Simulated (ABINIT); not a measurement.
# Zn (P6_3/mmc) in ABINIT: further runs

Aim: see how the results for Zn move with the level of theory and the settings. Levels: PBE, PBE+D2. Tasks: single point.

All numbers are computed with ABINIT 10.8.3 (patched build); they aren't measurements. Logs are shortened: lines on timing, memory, paths and dates and some standing lists are left out, and cuts for length are marked. The log counts tension as positive stress, the text compression.

### 1 The structure

It takes space group P6_3/mmc (No. 194, hexagonal). The conventional cell has a = 2.670 Å, b = 2.670 Å, c = 4.966 Å, α = 90.00°, β = 90.00°, γ = 120.00°. Around Zn (site symmetry -6m2) lie 12 Zn at 2.67 to 2.92 Å.

### 2 Single point, PBE

run.abi reads:

```
# Pseudopotentials
pp_dirpath "./"
pseudos "Zn.upf"

# Structure
acell 5.0455687528 5.0455687527 9.3843799349
rprim
     1.0000000000     0.0000000000     0.0000000000
    -0.5000000000     0.8660254038     0.0000000000
     0.0000000000     0.0000000000     1.0000000000
ntypat 1
znucl 30
natom 2
typat 1 1
xcart
     1.3350000001     0.7707626093     3.7245000000
    -0.0000000001     1.5415252188     1.2415000000 Angstrom

# Plane-wave basis
ecut 40.0

# k points
kptopt 1
ngkpt 8 8 4
nshiftk 1
shiftk 0.0 0.0 0.0

# Exchange and correlation
ixc 11

# Bands and occupations
nband 24
occopt 3
tsmear 0.05 eV

# SCF cycle
nstep 100
tolvrs 1.0e-10

# Output
iomode 3
prtwf 0
prtden 0
prteig 0
prtebands 0
enunit 1
```

Potentials or basis: PseudoDojo NC SR PBE v0.4.1 standard.

Launch:

```console
$ mpirun --bind-to none -np 4 abinit run.abi > log 2>&1
```

run.abo:

```text
.Version 10.8.3 of ABINIT
 Symmetries : space group P6_3/m m c (#194); Bravais hP (primitive hexag.)
================================================================================
 Values of the parameters that define the memory need of the present run
     intxc =       0    ionmov =       0      iscf =       7    lmnmax =       6
     lnmax =       6     mgfft =      54  mpssoang =       3    mqgrid =    3001
     natom =       2  nloc_mem =       1    nspden =       1   nspinor =       1
    nsppol =       1      nsym =      24    n1xccc =    2501    ntypat =       1
    occopt =       3   xclevel =       2
       mpw =        2521          nfft =       48600          nkpt =          30
================================================================================
================================================================================

--------------------------------------------------------------------------------
------------- Echo of variables that govern the present computation ------------
--------------------------------------------------------------------------------
 -outvars: echo values of preprocessed input variables --------
            acell      5.0455687528E+00  5.0455687527E+00  9.3843799349E+00 Bohr
              amu      6.53900000E+01
             ecut      4.00000000E+01 Hartree
           enunit           1
              ixc          11
         kptrlatt        8    0    0      0    8    0      0    0    4
          kptrlen      3.75375197E+01
            natom           2
            nband          24
            ngfft          30      30      54
             nkpt          30
            nstep         100
             nsym          24
           ntypat           1
           occopt           3
           prtden           0
        prtebands           0
           prteig           0
            prtwf           0
            rprim      1.0000000000E+00  0.0000000000E+00  0.0000000000E+00
                      -5.0000000000E-01  8.6602540380E-01  0.0000000000E+00
                       0.0000000000E+00  0.0000000000E+00  1.0000000000E+00
          spgroup         194
           tolvrs      1.00000000E-10
           tsmear      1.83746611E-03 Hartree
            typat      1  1
           xangst      1.3349999995E+00  7.7076260962E-01  3.7244999992E+00
                       4.5074089868E-10  1.5415252185E+00  1.2415000008E+00
            xcart      2.5227843772E+00  1.4565302403E+00  7.0382849544E+00
                       8.5177685224E-10  2.9130604791E+00  2.3460949869E+00
             xred      6.6666666700E-01  3.3333333367E-01  7.5000000034E-01
                       3.3333333366E-01  6.6666666700E-01  2.5000000034E-01
            znucl       30.00000

================================================================================

 chkinp: Checking input parameters for consistency.

================================================================================
== DATASET  1 ==================================================================

--- !DatasetInfo
iteration_state: {dtset: 1, }
dimensions: {natom: 2, nkpt: 30, mband: 24, nsppol: 1, nspinor: 1, nspden: 1, mpw: 2521, }
cutoff_energies: {ecut:  40.0, pawecutdg:  -1.0, }
electrons: {nelect:   4.00000000E+01, charge:   0.00000000E+00, occopt:   3.00000000E+00, tsmear:   1.83746611E-03, }
meta: {optdriver: 0, ionmov: 0, optcell: 0, iscf: 7, paral_kgb: 0, }
...

 Exchange-correlation functional for the present dataset will be:
  GGA: Perdew-Burke-Ernzerhof functional - ixc=11
  J.P.Perdew, K.Burke, M.Ernzerhof, PRL 77, 3865 (1996)

 Real(R)+Recip(G) space primitive vectors, cartesian coordinates (Bohr,Bohr^-1):
 R(1)=  5.0455688  0.0000000  0.0000000  G(1)=  0.1981937  0.1144272  0.0000000
 R(2)= -2.5227844  4.3695907  0.0000000  G(2)=  0.0000000  0.2288544  0.0000000
 R(3)=  0.0000000  0.0000000  9.3843799  G(3)=  0.0000000  0.0000000  0.1065601
 Unit cell volume ucvol=  2.0689808E+02 bohr^3
 Angles (23,13,12)=  9.00000000E+01  9.00000000E+01  1.20000000E+02 degrees

 getcut: wavevector=  0.0000  0.0000  0.0000  ngfft=  30  30  54
         ecut(hartree)=     40.000   => boxcut(ratio)=   2.02112

--- Pseudopotential description ------------------------------------------------
- pspini: atom type   1  psp file is ./Zn.upf
12 -101130 2 -1 1326                          pspcod,pspxc,lmax,lloc,mmax
     nproj     2     2     2

   2.13453137E+03                                ecore*ucvol(ha*bohr**3)
--------------------------------------------------------------------------------

================================================================================

--- !BeginCycle
iteration_state: {dtset: 1, }
solver: {iscf: 7, nstep: 100, nline: 4, wfoptalg: 0, }
tolerances: {tolvrs: 1.00E-10, }
...

     iter   Etot(hartree)      deltaE(h)  residm     vres2
 ETOT  1  -416.85536094227    -4.169E+02 6.284E-01 3.751E+02
 ETOT  2  -417.86593630603    -1.011E+00 3.033E-02 6.997E+02
 ETOT  3  -418.06811653890    -2.022E-01 2.684E-02 5.920E+01
 ETOT  4  -418.07759471680    -9.478E-03 1.505E-03 2.282E+01
 ETOT  5  -418.08367982946    -6.085E-03 1.400E-03 3.454E-01
 ETOT  6  -418.08376914740    -8.932E-05 1.323E-03 1.125E-02
 ETOT  7  -418.08377232568    -3.178E-06 1.444E-03 5.284E-04
 ETOT  8  -418.08377247862    -1.529E-07 8.379E-04 1.221E-06
 ETOT  9  -418.08377247881    -1.908E-10 6.270E-04 6.623E-07
 ETOT 10  -418.08377247900    -1.875E-10 2.602E-04 4.231E-10
 ETOT 11  -418.08377247900    -5.969E-12 1.633E-04 2.605E-11

 At SCF step   11       vres2   =  2.60E-11 < tolvrs=  1.00E-10 =>converged.

 Cartesian components of stress tensor (hartree/bohr^3)
  sigma(1 1)= -9.52280043E-06  sigma(3 2)=  0.00000000E+00
  sigma(2 2)= -9.52280025E-06  sigma(3 1)=  0.00000000E+00
  sigma(3 3)=  1.04239928E-04  sigma(2 1)= -5.70474176E-13

--- !ResultsGS
iteration_state: {dtset: 1, }
comment   : Summary of ground state results
lattice_vectors:
- [  5.0455688,   0.0000000,   0.0000000, ]
- [ -2.5227844,   4.3695907,   0.0000000, ]
- [  0.0000000,   0.0000000,   9.3843799, ]
lattice_lengths: [   5.04557,    5.04557,    9.38438, ]
lattice_angles: [ 90.000,  90.000, 120.000, ] # degrees, (23, 13, 12)
lattice_volume:   2.0689808E+02
convergence: {deltae: -5.969E-12, res2:  2.605E-11, residm:  1.633E-04, diffor: null, }
etotal    :  -4.18083772E+02
entropy   :   0.00000000E+00
fermie    :   2.82558175E-01
cartesian_stress_tensor: # hartree/bohr^3
- [ -9.52280043E-06,  -5.70474176E-13,   0.00000000E+00, ]
- [ -5.70474176E-13,  -9.52280025E-06,   0.00000000E+00, ]
- [  0.00000000E+00,   0.00000000E+00,   1.04239928E-04, ]
pressure_GPa:  -8.3550E-01
xred      :
- [  6.6667E-01,   3.3333E-01,   7.5000E-01, Zn]
- [  3.3333E-01,   6.6667E-01,   2.5000E-01, Zn]
cartesian_forces: # hartree/bohr
- [  0.00000000E+00,   1.54055917E-29,  -0.00000000E+00, ]
- [  0.00000000E+00,  -1.54055917E-29,  -0.00000000E+00, ]
force_length_stats: {min:   1.54055917E-29, max:   1.54055917E-29, mean:   1.54055917E-29, }
...

 Integrated electronic density in atomic spheres:
 ------------------------------------------------
 Atom  Sphere_radius  Integrated_density
    1        2.00000         18.11225303
    2        2.00000         18.11225303
================================================================================

 ----iterations are completed or convergence reached----

 Mean square residual over all n,k,spin=   25.364E-08; max=  16.326E-05
 reduced coordinates (array xred) for    2 atoms
       0.666666666996      0.333333333668      0.750000000339
       0.333333333663      0.666666667001      0.250000000339
 rms dE/dt=  5.4963E-29; max dE/dt=  6.7316E-29; dE/dt below (all hartree)
    1      -0.000000000000     -0.000000000000      0.000000000000
    2      -0.000000000000      0.000000000000      0.000000000000

 cartesian coordinates (angstrom) at end:
    1      1.33499999954926     0.77076260962433     3.72449999915887
    2      0.00000000045074     1.54152521847567     1.24150000084113

 cartesian forces (hartree/bohr) at end:
    1      0.00000000000000     0.00000000000000    -0.00000000000000
    2      0.00000000000000    -0.00000000000000    -0.00000000000000
 frms,max,avg= 8.8944225E-30 1.5405592E-29   0.000E+00  0.000E+00  0.000E+00 h/b

 cartesian forces (eV/Angstrom) at end:
    1      0.00000000000000     0.00000000000000    -0.00000000000000
    2      0.00000000000000    -0.00000000000000    -0.00000000000000
 frms,max,avg= 4.5736960E-28 7.9218738E-28   0.000E+00  0.000E+00  0.000E+00 e/A
 length scales=  5.045568752800  5.045568752700  9.384379934900 bohr
              =  2.669999998215  2.669999998162  4.965999996635 angstroms
 Fermi (or HOMO) energy (eV) =   7.68880   Average Vxc (eV)= -11.98005
 Eigenvalues (   eV  ) for nkpt=  30  k points:
 kpt#   1, nband= 24, wtk=  0.00391, kpt=  0.0000  0.0000  0.0000 (reduced coord)
-118.77201 -118.77117  -72.92907  -72.91749  -72.90240  -72.90240  -72.90109  -72.90109
  -2.54948   -0.72831   -0.03313    0.20094    0.20094    0.25005    0.25005    0.57454
   0.57454    0.77908    0.77908    4.18222    4.74077   21.20616   24.76762   25.08637
 prteigrs : prtvol=0 or 1, do not print more k-points.

--- !EnergyTerms
iteration_state     : {dtset: 1, }
comment             : Components of total free energy in Hartree
kinetic             :  1.84463332203132E+02
hartree             :  1.39818429379341E+02
xc                  : -4.49082383528435E+01
Ewald energy        : -2.45434188627231E+02
psp_core            :  1.03168251895674E+01
local_psp           : -3.66203466081598E+02
non_local_psp       : -9.61363035946309E+01
internal            : -4.18083609884263E+02
'-kT*entropy'       : -1.62594740259346E-04
total_energy        : -4.18083772479003E+02
total_energy_eV     : -1.13766390161030E+04
band_energy         : -4.88519330552884E+01
...

 Cartesian components of stress tensor (hartree/bohr^3)
  sigma(1 1)= -9.52280043E-06  sigma(3 2)=  0.00000000E+00
  sigma(2 2)= -9.52280025E-06  sigma(3 1)=  0.00000000E+00
  sigma(3 3)=  1.04239928E-04  sigma(2 1)= -5.70474176E-13

-Cartesian components of stress tensor (GPa)         [Pressure= -8.3550E-01 GPa]
- sigma(1 1)= -2.80170462E-01  sigma(3 2)=  0.00000000E+00
- sigma(2 2)= -2.80170456E-01  sigma(3 1)=  0.00000000E+00
- sigma(3 3)=  3.06684457E+00  sigma(2 1)= -1.67839297E-08

== END DATASET(S) ==============================================================
================================================================================

 -outvars: echo values of variables after computation  --------
            acell      5.0455687528E+00  5.0455687527E+00  9.3843799349E+00 Bohr
           etotal     -4.1808377248E+02
            fcart      0.0000000000E+00  1.5405591724E-29 -0.0000000000E+00
                       0.0000000000E+00 -1.5405591724E-29 -0.0000000000E+00
            rprim      1.0000000000E+00  0.0000000000E+00  0.0000000000E+00
                      -5.0000000000E-01  8.6602540380E-01  0.0000000000E+00
                       0.0000000000E+00  0.0000000000E+00  1.0000000000E+00
           strten     -9.5228004304E-06 -9.5228002459E-06  1.0423992834E-04
                       0.0000000000E+00  0.0000000000E+00 -5.7047417610E-13
           xangst      1.3349999995E+00  7.7076260962E-01  3.7244999992E+00
                       4.5074089868E-10  1.5415252185E+00  1.2415000008E+00
             xred      6.6666666700E-01  3.3333333367E-01  7.5000000034E-01
                       3.3333333366E-01  6.6666666700E-01  2.5000000034E-01
 Calculation completed.
```

Run time: 9.9 s. Hardware: 4 MPI ranks of Intel Xeon 6975P-C (Granite Rapids), shared host; peak memory 0.28 GiB.

Results:

```yaml
Free_energy: -11376.6390 eV
Pressure: -0.8 GPa
Band_gap_on_the_k_mesh: none (metal or under the smearing width)
Valence_electrons_inside_the_program's_atomic_spheres: Zn 18.11 (radii [1.0584] Å)
```

Stress tensor (GPa, compression positive):
```
 0.28  0.00  0.00
 0.00  0.28  0.00
 0.00  0.00 -3.07
```

### 3 Single point, PBE+D2, spin-orbit coupling, no magnetisation (cell strained at random)

run.abi reads:

```
# Pseudopotentials
pp_dirpath "./"
pseudos "Zn.GGA_PBE-ansatz.xml"

# Structure
acell 2.6903548264 2.6821689865 4.9680194986 Angstrom
rprim
     0.9999357607    -0.0096173188    -0.0059984653
    -0.5098481889     0.8602634702    -0.0012594285
    -0.0060416430    -0.0049484508     0.9999695052
ntypat 1
znucl 30
natom 2
typat 1 1
xred
     0.6666666667     0.3333333333     0.7500000000
     0.3333333333     0.6666666667     0.2500000000
chkprim 0
chksymtnons 0
tolsym 1.0e-6

# Plane-wave basis
ecut 419.055348 eV
pawecutdg 30.8
pawxcdev 0
pawovlp 30

# k points
kptopt 4
ngkpt 8 8 4
nshiftk 1
shiftk 0.0 0.0 0.0

# Exchange and correlation
ixc 11
vdw_xc 5

# Bands and occupations
nband 32
occopt 3
tsmear 0.05 eV

# Spin
nspinor 2
nspden 1
pawspnorb 1

# SCF cycle
nstep 100
tolvrs 1.0e-9

# Output
iomode 3
prtwf 0
prteig 0
prtebands 0
enunit 1
prtden 1
prtvha 1
prtvclmb 1
prtpot 1
```

Potentials or basis: Ansatz PAW PBE default generated set, frozen core.

Launch:

```console
$ mpirun --bind-to none -np 4 abinit run.abi > log 2>&1
```

Run time: 1.7 min. Hardware: 4 MPI ranks of Arm Neoverse V2, shared host; peak memory 0.96 GiB.

Results (log left out):

- Free energy: -3500.5966 eV
- Pressure: -1.2 GPa
- Largest force: 0.005 eV/Å
- Band gap on the k mesh: none (metal or under the smearing width)

Forces in eV/Å, atoms in the order of the input:
```
Zn   0.004 -0.001 -0.001
Zn  -0.004  0.001  0.001
```

Stress tensor (GPa, compression positive):
```
-1.47  0.59 -0.03
 0.59 -0.67  0.27
-0.03  0.27 -1.61
```

Levels at points of the mesh, in eV from the Fermi level:
| k point | band 22 | band 23 | band 24 | band 25 | band 26 | band 27 |
| --- | --- | --- | --- | --- | --- | --- |
| (0.00, 0.00, 0.00) | -6.85 | -3.51 | -3.51 | -2.96 | -2.96 | 13.48 |
| (0.50, 0.00, 0.00) | -2.65 | -1.97 | -1.97 | 2.70 | 2.70 | 3.74 |
| (0.00, 0.50, 0.00) | -2.62 | -1.92 | -1.92 | 2.77 | 2.77 | 3.76 |
| (0.50, 0.50, 0.00) | -2.83 | -2.22 | -2.22 | 2.52 | 2.52 | 3.43 |
| (0.00, 0.00, 0.50) | -6.94 | -6.94 | -6.94 | 4.61 | 4.61 | 4.61 |
| (0.50, 0.00, 0.50) | -1.77 | -1.60 | -1.60 | 0.18 | 0.18 | 0.43 |
| (0.00, 0.50, 0.50) | -1.71 | -1.60 | -1.60 | 0.28 | 0.28 | 0.44 |
| (0.50, 0.50, 0.50) | -1.89 | -1.84 | -1.84 | -0.05 | -0.05 | 0.04 |

Caveat: pairwise dispersion overbinds metals, which lowers pressure and volume; the atomic spheres overlap.
